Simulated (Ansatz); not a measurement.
SiC (F-43m) from a database of computed structures, relaxed with r2SCAN, was run in the plane-wave code Ansatz under altered settings. All numbers are computed, without spin polarisation but where a row says otherwise.

```
Si C
1.0
     0.00000    2.17805    2.17805
     2.17805    0.00000    2.17805
     2.17805    2.17805    0.00000
Si C
1 1
Direct
  0.25000 0.25000 0.25000
  0.00000 0.00000 0.00000
```

The base run's other keys:
```yaml
kpoints:
  mp_grid: { grid: [4, 4, 4] }
hamiltonian:
  xc: hse06
scf:
  occupations: { method: fixed }
  n_extra_bands: 4
```

It takes 9 iterations with 411 plane waves at 420 eV and 8 k points, and leaves a mean stress of -0.72 GPa. The gap over this mesh is 2.226 eV. It ran on 4 threads of Arm Neoverse N1, on a shared host.

Outcomes, with energy and stress as changes against the base:

| setting | outcome | ΔF (meV/atom) | Δ mean stress (GPa) | gap on the mesh (eV) | iterations | wall time |
| --- | --- | --- | --- | --- | --- | --- |
| PBE hybrid, exx coeff 0.35, omega 0.2078 1/Å | converged | – | -1.8 | 2.608 | 10 | 2.7 s |
| PBE hybrid, exx coeff 0.75, omega 0.2078 1/Å | converged | – | -8.5 | 4.210 | 14 | 3.1 s |
| PBE hybrid, exx coeff 0.1, omega 0.1 1/Å | converged | – | +2.7 | 1.803 | 9 | 2.4 s |
| basis.ecutwfc: 300 | converged, warned | +65 | +0.1 | 2.219 | 11 | 2 s |

A dash marks a value that wasn't obtained or can't be compared. Stress is positive in compression. The base took 2.5 s.

- PBE hybrid, exx coeff 0.35, omega 0.2078 1/Å. That is 35 % exact exchange, screened with ω = 0.2078 1/Å, against HSE06's 25 % screened at 0.208 1/Å. The mean stress moves by -1.8 GPa and the gap on the mesh by +0.382 eV (to 2.608). Totals of different functionals aren't comparable. The program warns that on this mesh the truncation of the exchange isn't bounded, so part of the change can be an error of the mesh.
- PBE hybrid, exx coeff 0.75, omega 0.2078 1/Å. That is 75 % exact exchange, screened with ω = 0.2078 1/Å, against HSE06's 25 % screened at 0.208 1/Å. The mean stress moves by -8.5 GPa and the gap on the mesh by +1.984 eV (to 4.210). Totals of different functionals aren't comparable. The program warns that on this mesh the truncation of the exchange isn't bounded, so part of the change can be an error of the mesh.
- PBE hybrid, exx coeff 0.1, omega 0.1 1/Å. That is 10 % exact exchange, screened with ω = 0.1 1/Å, against HSE06's 25 % screened at 0.208 1/Å. The mean stress moves by +2.7 GPa and the gap on the mesh by -0.423 eV (to 1.803). Totals of different functionals aren't comparable. The program warns that on this mesh the truncation of the exchange isn't bounded, so part of the change can be an error of the mesh.
- basis.ecutwfc: 300. 259 plane waves in place of 411. The free energy moves by +65 meV an atom, the mean stress by +0.1 GPa and the gap on the mesh by -0.008 eV (to 2.219). The basis is too small: these are errors of the cutoff. Warned: cutoff below recommended.

The program warns that its thresholds are loose for a hybrid's stress.

The meshes of the hybrids are coarse, so their gaps aren't converged to the digits shown.
